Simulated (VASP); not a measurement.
A run of VASP 6.6.1 is set up as follows.

The input INCAR:

```
  PREC = Accurate
  ENCUT = 900
  EDIFF = 1E-6
  ISMEAR = 0
  SIGMA = 0.02
  LREAL = F
  LASPH = T
  NELM = 60
  ALGO = Normal
  ISIF = 2
  LWAVE = F
  LCHARG = F
  GGA = PS
```

KPOINTS

```
regular mesh
0
Gamma
  10 10 10
```

Contents of POSCAR:

```
BP
1.0
    0.0000000000      2.2605400000      2.2605400000
    2.2605400000      0.0000000000      2.2605400000
    2.2605400000      2.2605400000      0.0000000000
B P
1 1
Direct
    0.0000000000      0.0000000000      0.0000000000
    0.7500000000      0.7500000000      0.7500000000
```

Potentials or basis: VASP PAW PBE potentials, release 64 (B_h, P_h).

Run with:

```console
$ cat potpaw_PBE.64/B_h/POTCAR potpaw_PBE.64/P_h/POTCAR > POTCAR
$ mpirun -np 1 vasp_std > vasp.out
```

Predict the band gap on the k mesh.

1.12 eV, indirect (least direct gap 3.38 eV).

What does it give for the pressure?

-0.1 GPa.

Caveat: the PAW data sets were made with another functional, which shifts forces and pressure a little. As with any semilocal functional, this PBEsol gap is likely too small.
